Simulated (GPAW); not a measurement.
Crystal: TiO.

```xyz
2
Lattice="3.0310 0.0000 0.0000 -1.5155 2.6249 0.0000 0.0000 0.0000 3.2377" Properties=species:S:1:pos:R:3 pbc="T T T"
Ti    1.5155    0.8750    0.0000
O     0.0000    0.0000    1.6188
```

| Property | Result |
| --- | --- |
| Program | GPAW 26.7.0 |
| Task | relaxation of cell and atoms |
| Functional | PBEsol |
| Potentials or basis | PAW data sets generated in the run's folder for this functional |
| Cutoff | 800 eV |
| Basis | pw |
| k mesh | 9 × 9 × 7 |
| Occupations | fermi-dirac, width 0.05 eV |
| Spin | no spin polarisation |

At the start: pressure -40.3 GPa; volume 12.88 Å³/atom.

Question: Where does the relaxation end?

Answer: Over 8 steps the energy falls by 601.3 meV/atom and the volume is 9.47 Å³/atom (-26.5 %); space group P-6m2 (No. 187, to 0.05 Å).

The path:
```csv
step,energy change (eV),largest force (eV/Å),pressure (GPa),volume (Å³)
1,0.0000,0.0000,-40.28,25.76
2,-0.4353,0.0000,-36.58,24.03
3,-1.1964,0.0000,-3.96,19.20
4,-1.2000,0.0000,2.15,18.76
5,-1.2014,0.0000,0.51,18.87
6,-1.2021,0.0000,-0.08,18.92
7,-1.2026,0.0000,-0.32,18.94
8,-1.2027,0.0000,-0.11,18.93
```

Final structure:
```
Ti O
1.0
     2.79335    0.00000    0.00000
    -1.39668    2.41911    0.00000
     0.00000    0.00000    2.80146
Ti O
1 1
Cartesian
  1.3967 0.8064 0.0000
  0.0000 0.0000 1.4007
```

Caveat: later steps reuse the first step's grids; the volume moved by over 15 % at a fixed basis, so the end points are rough.
